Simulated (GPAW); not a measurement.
The system is Au.

```
CELL_PARAMETERS angstrom
0.00000 2.03500 2.03500
2.03500 0.00000 2.03500
2.03500 2.03500 0.00000
ATOMIC_POSITIONS crystal
Au 0.00000 0.00000 0.00000
```

```yaml
Program: GPAW 26.7.0
Task: single point
Functional: PBEsol
Potentials_or_basis: PAW data sets generated in the run's folder for this functional
Cutoff: 600 eV
Basis: pw
k_mesh: 11 × 11 × 11
Occupations: fermi-dirac, width 0.05 eV
Spin: no spin polarisation
```

On this cell: pressure 4.7 GPa; band gap on the k mesh none (metal or under the smearing width).

The same run follows on a disturbed copy (cell strained at random at fixed volume):

```xyz
1
Lattice="0.0595 2.0328 2.0239 2.0628 0.0301 2.0533 2.0741 2.0734 0.0189" Properties=species:S:1:pos:R:3 pbc="T T T"
Au    0.0297    0.0344   -0.0121
```

Question: What changes?

Answer: The energy (extrapolated to zero smearing) moves by +6.5 meV/atom; pressure 4.9 GPa; band gap on the k mesh none (metal or under the smearing width).

Stress tensor (GPa, compression positive):
```
 5.01 -2.24 -1.61
-2.24  4.84  0.25
-1.61  0.25  4.81
```

Caveats: with this Au data set, volumes or pressures lay over 1.5 % or 2 GPa off other programs in two to four cells of ten.
